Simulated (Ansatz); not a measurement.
# Al2O3 (R-3c): the host for defect calculations

Before any defect goes in: Al2O3 (R-3c) at rest, and how it screens a charge.

Calculated with Ansatz 0.2.0; plane-wave PAW DFT, PBEsol; relaxation of the host's cell and atoms; PAW set soft_1, in the first sound run; inputs show where later runs differ.

### 1. Set-up

The structure is trigonal, space group R-3c (No. 167). Conventional cell: a = 4.805 Å, b = 4.805 Å, c = 13.116 Å, α = 90.00°, β = 90.00°, γ = 120.00°. Nearest to Al lie 6 O at 1.87 to 1.99 Å. Nearest to O lie 4 Al at 1.87 to 1.99 Å. Farther neighbours and most contacts between anions are not listed.

### 2. Host cell relaxation

Cell and atoms are relaxed together, until forces and stress fall under their thresholds.

Contents of cell/input.yaml:

```yaml
crystal:
  lattice:
    - [2.4025136, 1.3870919, 4.3720844]
    - [-2.4025136, 1.3870919, 4.3720844]
    - [0.0, -2.7741838, 4.3720844]
  atoms:
    - { symbol: Al, position: [0.647904, 0.647904, 0.647904] }
    - { symbol: Al, position: [0.852096, 0.852096, 0.852096] }
    - { symbol: Al, position: [0.147904, 0.147904, 0.147904] }
    - { symbol: Al, position: [0.352096, 0.352096, 0.352096] }
    - { symbol: O, position: [0.4438545, 0.0561455, 0.75] }
    - { symbol: O, position: [0.9438545, 0.25, 0.5561455] }
    - { symbol: O, position: [0.0561455, 0.75, 0.4438545] }
    - { symbol: O, position: [0.75, 0.4438545, 0.0561455] }
    - { symbol: O, position: [0.25, 0.5561455, 0.9438545] }
    - { symbol: O, position: [0.5561455, 0.9438545, 0.25] }
basis:
  ecutwfc: 420
  xc_grid: 2
hamiltonian:
  xc: pbesol
  pseudopotentials: { kind: paw, azcp: { folder: soft_1 }, xc_functional: pbe }
kpoints:
  mp_grid: { grid: [7, 7, 7] }
scf:
  occupations: { method: fixed }
  max_iter: 100
relax:
  f_tol: 0.005
  max_steps: 60
  cell: {}
output:
  forces: true
  stress: true
checkpoint:
  write: "../cell.run"
  compress: false
  write_wavefunctions: false
  write_every: 100000
```

Command:

```bash
$ ansatz run input.yaml --threads 32 --pin off --max-ram 84787MiB --backend cuda --events-out ev --progress --plain --runs-dir out --max-vram 78GiB
```

Numbers of over 12 decimals in the logs are rounded to 6 here.

Output:

```text
[... repeated set-up lines and file paths are left out, and long positions are rounded to six places ...]
Engine: ansatz 0.2.0, aarch64-unknown-linux-gnu
Pseudopotentials: kind: paw
Pseudopotential: Al, paw, valence charge 3, recommended cutoff 420 eV (normal), soft_1/Al.paw.azcp
Pseudopotential: O, paw, valence charge 6, recommended cutoff 420 eV (normal), soft_1/O.paw.azcp
Functional definition: PBEsol
  exchange = pbesol_x
  correlation = pbesol_c
[...]
Crystal: 10 atoms, lattice volume = 87.420 Å³
Basis set: ecut = 420 eV, 1707 PW (Γ), exchange–correlation on 72×72×72 points (8 copies of the dense FFT grid, shifted against one another)
Bands: 34, of which v1, the nominal top of the filled ones, is band 24 counted from 1 (23 counted from 0)
Symmetry: 12 space group operations
Space group: R-3c (ITA 167), of the structure as read, at distance tolerance 4.4e-5 Å
k-points: 44 of 343
Non-local potential: Al, projectors of the file, l = 0: 2, l = 1: 2, l = 2: 1
Non-local potential: O, projectors of the file, l = 0: 2, l = 1: 2, l = 2: 1
PAW form: soft (Blöchl's): semilocal exchange-correlation on the pseudo side does not see the compensation charge
PAW frozen core: Al, regenerated for the run's functional, and the local potential with it (the file was generated under x = pbe(κ = 0.804, μ = 0.219515), c = pbe(β = 0.066725))
PAW frozen core: O, regenerated for the run's functional, and the local potential with it (the file was generated under x = pbe(κ = 0.804, μ = 0.219515), c = pbe(β = 0.066725))
PAW one-centre angular grid: Al, 110 points (default); XC on 64 Gauss nodes
PAW one-centre angular grid: O, 110 points (default); XC on 64 Gauss nodes
Initial density: superposition of atomic densities (chi_scale 0.1, normalization cell, long waves kept (reshape's long-wave potential 0.00 eV rms))
Initial wavefunctions: pseudopotential atomic-orbital guess
[...]
Functional: x = pbesol(κ = 0.804, μ = 0.123457), c = pbesol(β = 0.046)
SCF iter   1: F=—  HF=-5481.976250 eV  |Δ(HF+E_count)|=         —  Δρ=1.14e-1  dr2=1.11e1  Hψ=5673
preconditioner: auto → Resta (q_TF=auto, 2.469 Å⁻¹)  ε∞=3.3  [insulator: Δε(μ)=6.745 eV  Ē_g=18.002 eV  n_scr=20 (ndim 8)  ℏωp=27.5 eV  f_vac=0.000  ε∞_Penn≈3.3]
SCF iter   2: F=—  HF=-5479.046562 eV  |Δ(HF+E_count)|=    2.93e0  Δρ=4.12e-2  dr2=7.20e-1  Hψ=3222
SCF iter   3: F=—  HF=-5478.900428 eV  |Δ(HF+E_count)|=   1.46e-1  Δρ=2.04e-2  dr2=2.09e-1  Hψ=1405
automatic band count: iteration 3 solves 31 bands in place of 34: the levels show a gap, and the empty bands left out lie too high to hold charge; the band table lists the bands solved (type scf.n_extra_bands for more)
[...]
SCF 1 converged in 7 iterations: F = -5478.866648 eV  dr2 = 1.35e-8
  greatest PAW one-centre occupation: 0.855 electrons in one spin orbital (limit 2), on the O atom at site 9 (counted from 0), in its partial waves of l = 0
relax step   1: F+E_penalty+E_count = -5478.86664780 eV  Δ(F+E_penalty+E_count) = +0.000e0 eV  max|allowed force component| = 5.383e-2 eV/Å  Δτ_max = 0.0000 Å  P = -4.934 GPa  Ω = 87.420 Å³  (7 SCF iters, dr2 threshold 1.00e-7 eV, accepted)
[... the SCF cycles and remarks between the steps are left out from here to the last step ...]
relax step   2: F+E_penalty+E_count = -5478.88897258 eV  Δ(F+E_penalty+E_count) = -2.232e-2 eV  max|allowed force component| = 3.406e-2 eV/Å  Δτ_max = 0.0020 Å  P = -2.743 GPa  Ω = 86.605 Å³  energy of the carried Pulay correction = +2.669e-3 eV  (5 SCF iters, dr2 threshold 1.00e-6 eV, accepted)
relax step   3: F+E_penalty+E_count = -5478.90069704 eV  Δ(F+E_penalty+E_count) = -1.172e-2 eV  max|allowed force component| = 3.339e-2 eV/Å  Δτ_max = 0.0007 Å  P = +0.056 GPa  Ω = 85.619 Å³  energy of the carried Pulay correction = +5.930e-3 eV  (5 SCF iters, dr2 threshold 1.00e-6 eV, accepted)
relax step   4: F+E_penalty+E_count = -5478.90077364 eV  Δ(F+E_penalty+E_count) = -7.660e-5 eV  max|allowed force component| = 1.716e-2 eV/Å  Δτ_max = 0.0009 Å  P = +0.010 GPa  Ω = 85.629 Å³  energy of the carried Pulay correction = +5.895e-3 eV  (4 SCF iters, dr2 threshold 6.97e-8 eV, accepted)
relax step   5: F+E_penalty+E_count = -5478.90078721 eV  Δ(F+E_penalty+E_count) = -1.356e-5 eV  max|allowed force component| = 4.335e-3 eV/Å  Δτ_max = 0.0008 Å  P = -0.010 GPa  Ω = 85.636 Å³  energy of the carried Pulay correction = +5.873e-3 eV  (4 SCF iters, dr2 threshold 1.84e-8 eV, accepted)
relax step   6: F+E_penalty+E_count = -5478.89562580 eV  Δ(F+E_penalty+E_count) = +5.161e-3 eV  max|allowed force component| = 4.295e-3 eV/Å  Δτ_max = 0.0000 Å  P = -0.136 GPa  Ω = 85.636 Å³  stress off target by 1.42e-1 GPa  SCF on the basis re-selected at this cell (its energy is not comparable with the rows above)  (5 SCF iters)
relax step   7: F+E_penalty+E_count = -5478.89580295 eV  Δ(F+E_penalty+E_count) = -1.771e-4 eV  max|allowed force component| = 1.359e-5 eV/Å  Δτ_max = 0.0003 Å  P = -0.002 GPa  Ω = 85.590 Å³  energy of the carried Pulay correction = +1.533e-4 eV  (4 SCF iters, dr2 threshold 5.04e-8 eV, accepted)
[...]
iter 1 solved again at ethr=4.23e-8 eV; its pass at ethr=3.10e-3 eV (dr2=2.03e-5 eV) is discarded
SCF iter   1: F=—  HF=-5478.895454 eV  |Δ(HF+E_count)|=         —  Δρ=6.50e-6  dr2=9.00e-9  Hψ=9858
[...]
SCF iter   2: F=—  HF=-5478.895609 eV  |Δ(HF+E_count)|=   1.55e-4  Δρ=3.03e-6  dr2=3.18e-9  Hψ=2333
SCF iter   3: F=—  HF=-5478.895609 eV  |Δ(HF+E_count)|=   1.87e-9  Δρ=1.08e-6  dr2=5.47e-10  Hψ=2276
SCF iter   4: F=-5478.895609 eV  HF=-5478.895609 eV  |Δ(HF+E_count)|=  1.92e-10  Δρ=2.19e-7  dr2=3.03e-11  Hψ=9776
SCF 8 converged in 4 iterations: F = -5478.895609 eV  dr2 = 3.03e-11
relax step   8: F+E_penalty+E_count = -5478.89560894 eV  Δ(F+E_penalty+E_count) = +1.940e-4 eV  max|allowed force component| = 5.921e-6 eV/Å  Δτ_max = 0.0000 Å  P = -0.004 GPa  Ω = 85.590 Å³  stress off target by 4.29e-3 GPa  SCF on the basis re-selected at this cell (its energy is not comparable with the rows above)  (4 SCF iters)
basis re-selected at this cell: Δ(F+E_penalty+E_count) = +1.940e-4 eV, ΔP = -0.002 GPa vs the last step (what re-selecting the basis moved, of the pressure what is left beyond the Pulay correction that the steps carried, after the strain that the cell walked [...]
SCF converged after 4 iterations
Free energy (F): -5478.895609 eV
Harris-Foulkes:  -5478.895609 eV  (|F-HF|=1.18e-11)
Internal energy: -5478.895609 eV  (E = F + TS)
E sigma→0 (E₀):  -5478.895609 eV
Fermi energy:    7.505289 eV
--- Per-component energies (eV) ---
  E_band       = 56.363006
  E_kinetic    = 1136.317969
  E_local      = -1961.672923  (includes V_loc(G=0)·N_el)
  E_nonlocal   = 353.346541
  E_hartree    = 741.660426
  E_xc         = -584.977166
  E_vxc        = -676.777797  (∫ρ·V_xc dr)
  E_paw        = -2772.327584  (= ΣΔE_a)
  E_vpaw       = -278.176404  (= ΣTr[D̂ρ^β])
  E_aug_tail   = 0.004758  (compensation charges beyond the density's cutoff)
  E_ewald      = -2391.535914
  E_core_change = 0.288284  (= ΣΔE_core)
  E_smearing   = -0.000000  (= −TS)
  E_closure    = 0.000000  (closes the sum)
  Σ components = -5478.895609   (vs F -5478.895609, Δ=0.00e0)
--- Forces (eV/Å), atoms counted from 1 ---
  atom   1  Al    -0.00000000     0.00000000     0.00000592
  atom   2  Al    -0.00000000     0.00000000    -0.00000592
  atom   3  Al     0.00000000    -0.00000000     0.00000592
  atom   4  Al     0.00000000    -0.00000000    -0.00000592
  atom   5  O     -0.00000430    -0.00000000     0.00000000
  atom   6  O     -0.00000215    -0.00000372    -0.00000000
  [... 4 more lines of this table ...]
  max |Σ_I F_I| component: 2.89e-18 eV/Å
--- Stress (GPa, compression-positive) ---
       -0.004291      -0.000000       0.000000
       -0.000000      -0.004291      -0.000000
        0.000000       0.000000      -0.002904
  P = ⅓ Tr σ = -0.0038 GPa (-0.038 kbar)
--- Band table (eV; the first three rows and the last of 44) ---
  k-point 0: bands = ["-11.6205", "-9.2757", "-8.9964", "-8.9964", "-8.6770", "-8.6770", "0.5870", "1.5715", "1.9435", "1.9435", "3.0574", [... rest cut ...]
  k-point 1: bands = ["-11.5149", "-9.3232", "-9.0657", "-9.0180", "-8.7285", "-8.6836", "0.7025", "1.3537", "1.8076", "2.4440", "2.5575", [... rest cut ...]
--- Relaxed structure (6 steps of the walk, 6 accepted, 2 SCFs on fresh bases) ---
  F+E_penalty+E_count = -5478.89560894 eV   max|allowed force component| = 5.921e-6 eV/Å   (the final SCF, on the basis selected at the relaxed cell)
  cell:  # Å, volume = 85.5896 Å³
    - [2.386653, 1.377935, 4.337622]
    - [-2.386653, 1.377935, 4.337622]
    - [0, -2.755869, 4.337622]
  atoms:
    - { symbol: Al, position: [0.647953, 0.647953, 0.647953] }
    - { symbol: Al, position: [0.852047, 0.852047, 0.852047] }
    - { symbol: Al, position: [0.147953, 0.147953, 0.147953] }
    - { symbol: Al, position: [0.352047, 0.352047, 0.352047] }
    - { symbol: O, position: [0.444168, 0.055832, 0.750000] }
    - { symbol: O, position: [0.944168, 0.25, 0.555832] }
  [... 4 more lines of this table ...]
```

Run time: 3.5 s. Hardware: 1 × NVIDIA GB200 with 32 threads of Arm Neoverse V2, shared host; peak memory 0.95 GiB.

The steps of the relaxation:

| step | energy less that of the first step (eV) | largest force component (eV/Å) | pressure (GPa) | volume (Å³) |
| --- | --- | --- | --- | --- |
| 1 | 0.0000 | 0.0538 | -4.93 | 87.42 |
| 2 | -0.0223 | 0.0341 | -2.74 | 86.60 |
| 3 | -0.0340 | 0.0334 | 0.06 | 85.62 |
| 4 | -0.0341 | 0.0172 | 0.01 | 85.63 |
| 5 | -0.0341 | 0.0043 | -0.01 | 85.64 |
| 6 | -0.0290 | 0.0043 | -0.14 | 85.64 |
| 7 | -0.0292 | 0.0000 | 0.00 | 85.59 |
| 8* | -0.0290 | 0.0000 | 0.00 | 85.59 |

Relaxation steps marked * repeat the geometry before them on a plane-wave basis chosen anew for their cell, so energy and pressure can jump there. The log counts 2 steps on a newly chosen plane-wave basis, not all of them marked here; energy and pressure can jump at such steps.

The run keeps the 12 symmetry operations that it works with, so distortions that break them were not tested.

| conventional cell, symmetrised | before | after | change |
| --- | --- | --- | --- |
| a (Å) | 4.805 | 4.773 | -0.7 % |
| b (Å) | 4.805 | 4.773 | -0.7 % |
| c (Å) | 13.116 | 13.013 | -0.8 % |
| volume (Å³/atom) | 8.74 | 8.56 | -2.1 % |

This step gave:

```
pressure : -0.003828 GPa
```

The relaxation ends with a pressure of 0.00 GPa.

### 3. Dielectric tensors of the host

The response to a uniform electric field gives the electronic dielectric tensor.

This step: plane-wave PAW DFPT, PBEsol; dielectric tensors, Born charges and zone-centre modes of the host; PAW set soft_1 (Ansatz 0.2.0).

Contents of eps/input.yaml:

```yaml
crystal:
  lattice:
    - [2.3866527243, 1.3779345928, 4.3376222509]
    - [-2.3866527243, 1.3779345928, 4.3376222509]
    - [0.0, -2.7558691857, 4.3376222509]
  atoms:
    - { symbol: Al, position: [0.647953199, 0.647953199, 0.647953199] }
    - { symbol: Al, position: [0.852046801, 0.852046801, 0.852046801] }
    - { symbol: Al, position: [0.147953199, 0.147953199, 0.147953199] }
    - { symbol: Al, position: [0.352046801, 0.352046801, 0.352046801] }
    - { symbol: O, position: [0.4441682928, 0.0558317072, 0.75] }
    - { symbol: O, position: [0.9441682928, 0.25, 0.5558317072] }
    - { symbol: O, position: [0.0558317072, 0.75, 0.4441682928] }
    - { symbol: O, position: [0.75, 0.4441682928, 0.0558317072] }
    - { symbol: O, position: [0.25, 0.5558317072, 0.9441682928] }
    - { symbol: O, position: [0.5558317072, 0.9441682928, 0.25] }
basis:
  ecutwfc: 420
hamiltonian:
  xc: pbesol
  pseudopotentials: { kind: paw, azcp: { folder: soft_1 }, xc_functional: pbe }
kpoints:
  mp_grid: { grid: [6, 6, 6] }
scf:
  occupations: { method: fixed }
  max_iter: 100
phonons:
  method: dfpt
  dielectric: true
  rigid_motions: translations
```

Output:

```text
[...]
Crystal: 10 atoms, lattice volume = 85.590 Å³
Basis set: ecut = 420 eV, 1653 PW (Γ), exchange–correlation on 72×72×72 points (8 copies of the dense FFT grid, shifted against one another)
Bands: 34, of which v1, the nominal top of the filled ones, is band 24 counted from 1 (23 counted from 0)
Symmetry: 12 space group operations
k-points: 112 of 216 (irreducible under 1 space group operation, time reversal used)
[...]
SCF iter   1: F=—  HF=-5482.114536 eV  |Δ(HF+E_count)|=         —  Δρ=1.18e-1  dr2=1.13e1  Hψ=14584
[...]
SCF iter   9: F=-5478.895573 eV  HF=-5478.895573 eV  |Δ(HF+E_count)|=  1.24e-10  Δρ=9.41e-8  dr2=6.61e-12  Hψ=25721
SCF 1 converged in 9 iterations: F = -5478.895573 eV  dr2 = 6.61e-12
[...]
the response reads at least the filled bands of the reference SCF and the lowest empty band at each k-point, and that SCF's band table does not vouch for those bands. The notice of the band table in this run's record says why
[...]
NSCF: frozen V_eff on 1 k-points
[...]
NSCF: frozen V_eff on 32 k-points, pencils in batches of 32, up to order 136
[...]
DFPT response loops at q = (0, 0, 0) (fractional): preconditioner auto → none (the input reference at scf.mixing.eps_inf says where Resta's filter doesn't serve); β = 0.50; Anderson in place of MSR1; [...]
[...]
DFPT response loops at Γ: preconditioner auto → none (the input reference at scf.mixing.eps_inf says where Resta's filter doesn't serve); β = 0.50; Broyden in place of MSR1
SCF converged after 9 iterations
[...]
Born effective charges Z* (e; rows j = field, columns β = displacement):
    site 0:
         2.97855   -0.03055   -0.00000
         0.03055    2.97855    0.00000
         0.00000    0.00000    2.94565
    site 1:
         2.97855    0.03055    0.00000
        -0.03055    2.97855    0.00000
        -0.00000    0.00000    2.94565
    site 2:
         2.97855    0.03055    0.00000
        -0.03055    2.97855    0.00000
        -0.00000    0.00000    2.94565
    site 3:
         2.97855   -0.03055   -0.00000
         0.03055    2.97855    0.00000
         0.00000    0.00000    2.94565
    site 4:
        -2.08733    0.00000   -0.00000
        -0.00000   -1.88407    0.27155
        -0.00000    0.36483   -1.96377
    site 5:
        -1.93489   -0.08802    0.23517
        -0.08802   -2.03652   -0.13578
         0.31595   -0.18242   -1.96377
    site 6:
        -1.93489   -0.08802    0.23517
        -0.08802   -2.03652   -0.13578
         0.31595   -0.18242   -1.96377
    site 7:
        -1.93489    0.08802   -0.23517
         0.08802   -2.03652   -0.13578
        -0.31595   -0.18242   -1.96377
    site 8:
        -1.93489    0.08802   -0.23517
         0.08802   -2.03652   -0.13578
        -0.31595   -0.18242   -1.96377
    site 9:
        -2.08733    0.00000   -0.00000
        -0.00000   -1.88407    0.27155
        -0.00000    0.36483   -1.96377
  Z* charge neutrality: 1.639e-5 e pre-enforcement
  k-mesh period / interband length: 28.6 Å / 1.27 Å = 22.51 at k = (0.0000, 0.0000, 0.0000), direct gap 6.038 eV — 14 or more, which is no proof of convergence
  optical modes at Γ without the LO–TO term, one row a degenerate level:
      ω (cm⁻¹)  modes    IR ((D/Å)²/amu)
        298.24      1             0.0000
        363.84      2             0.0000
        377.31      2             2.8782
        383.84      1            38.5127
        406.16      1             0.0000
        421.09      2             0.0000
        425.52      2            37.9575
        433.81      2             0.0000
        514.51      1             0.0000
        558.01      2            81.4602
[...]
optical modes at Γ + LO–TO along q̂ = [1.0000, 0.0000, 0.0000]:
      ω (cm⁻¹)  modes    IR ((D/Å)²/amu)
[...]
optical modes at Γ + LO–TO along q̂ = [0.0000, 1.0000, 0.0000]:
      ω (cm⁻¹)  modes    IR ((D/Å)²/amu)
[...]
optical modes at Γ + LO–TO along q̂ = [0.0000, 0.0000, 1.0000]:
      ω (cm⁻¹)  modes    IR ((D/Å)²/amu)
[...]
433.81      2             0.0000
        487.20      1             2.0851
        514.51      1             0.0000
        558.01      2            81.4602
        562.64      2             0.0000
        589.66      1             0.0000
        614.84      2             7.4447
        625.67      1             0.0000
        674.54      1             0.0000
        730.66      2             0.0000
        731.24      1             0.0000
        851.48      1            62.1090
```

Elapsed: 6.3 s, on 1 × NVIDIA GB200 with 32 threads; peak memory 1.8 GiB.

Electronic dielectric tensor:

```
3.29 0.00 0.00
0.00 3.29 0.00
0.00 0.00 3.26
```

Static dielectric tensor:

```
 9.66  0.00  0.00
 0.00  9.66  0.00
 0.00  0.00 11.75
```

The principal values of the electronic dielectric tensor are 3.26, 3.29 and 3.29. The principal values of the static dielectric tensor are 9.66, 9.66 and 11.75.

[end of part 1 of 2]

[Logs are printed without paths, hosts, clocks, repeated set-up lines and the standing remarks that a program may print on its own settings, such as how far it seeks lower states.]

[Hosts, paths, dates, database ids (printed as entryN), source tags and the programs' standing remarks are cut or masked in the printed files.]

[Runs of the host that timed out are not shown.]

[For some hosts the program warned that the k-mesh of the response run may be too coarse for force constants and the static dielectric constant; such warnings are not always shown.]
